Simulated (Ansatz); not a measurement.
C: the gap against volume

C, Fd-3m, a = 3.560 Å. Ansatz: r2SCAN, PAW, 500 eV, Γ-centred 12×12×12 mesh on 2 atoms, Gaussian smearing 0.02 eV; no spin polarisation. Symmetry fixes shape and atoms, so the cell is only scaled; x = ln(V/V0) with V0 = 5.641 Å³/atom. The gap is read at the mesh points alone.

```tsv
x	gap y (eV)
-0.0619	4.537
-0.0305	4.459
0.0000	?
0.0296	4.315
0.0583	4.247
```

Q: Fit a straight line to the other rows, give the volume deformation potential of the gap and its pressure coefficient, and predict the missing gap. B0 = 450.6 GPa.

A: Means x = -0.001125, y = 4.3895; Σ(Δx)² = 0.009032, ΣΔxΔy = -0.02176; the slope is their ratio. y = 4.3868 − 2.4096 x. The slope is the deformation potential a = dE_g/d ln V = -2.41 eV, and dE_g/dP = −a/B0 = 5.35 meV/GPa. At x = 0.0000 the fit asked for gives 4.387 eV. The run gave 4.385 eV, so the fit is 0.002 eV too high, a small miss on the scale of the series.

Semilocal functionals give gaps under the measured ones; changes of the gap mostly carry over better.

Cost: 5 runs of about 0.24 core-minutes in all, on Intel Xeon Platinum 8259CL (Skylake/Cascade Lake) (shared hosts).